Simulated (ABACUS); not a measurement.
Runs of ABACUS 3.10.1 on GaP. Symmetry: F-43m, No. 216, cubic system. Conventional cell: a = 5.451 Å, b = 5.451 Å, c = 5.451 Å, α = 90.00°, β = 90.00°, γ = 90.00°. Ga (site symmetry -43m) has 4 P at 2.36 Å as nearest neighbours. P (site symmetry -43m) has 4 Ga at 2.36 Å as nearest neighbours. 

```tsv
level	potentials or basis	cutoff (eV)	SCF threshold on the density	eigensolver	gap on the mesh (eV)	pressure (GPa)
PW91	SG15 ONCV 1.2 PBE, DZP LCAO (the cutoffs set its grid)	1361	1e-07	genelpa	1.66	3.9
PBEsol	PseudoDojo NC SR 0.4.1 PBEsol standard, plane waves	1102	1e-08	dav	1.52	(b)
r2SCAN	SG15 ONCV 1.2 PBE, DZP LCAO (the cutoffs set its grid)	1361	1e-07	genelpa	1.87	(a)
LDA	SG15 ONCV 1.2 PBE, DZP LCAO (the cutoffs set its grid)	1361	1e-07	genelpa	1.45	-0.6
TPSS	SG15 ONCV 1.2 PBE, DZP LCAO (the cutoffs set its grid)	1361	1e-07	genelpa	(c)	3.9
PBEsol	SG15 ONCV 1.2 PBE, DZP LCAO (the cutoffs set its grid)	1361	1e-07	genelpa	1.52	1.5
AM05	SG15 ONCV 1.2 PBE, DZP LCAO (the cutoffs set its grid)	1361	1e-07	genelpa	1.58	1.7
```

Alike in all rows: task single point; no spin polarisation; cell as given; k mesh 8 × 8 × 8; smearing fermi-dirac 0.05 eV.

Estimate the missing entries.

(a) 0.5; (b) -0.5; (c) 1.71.

Caveats: the atomic orbitals were generated for these runs and aren't a published set (some runs); the potentials were made for another functional, which shifts forces and pressure (some runs); the basis of atomic orbitals isn't converged, which shifts pressures, moduli and gaps (some runs).

A k mesh can miss the band edges, and the runs leave out spin-orbit coupling on Ga.

Runs at the PBE level aren't shown here.
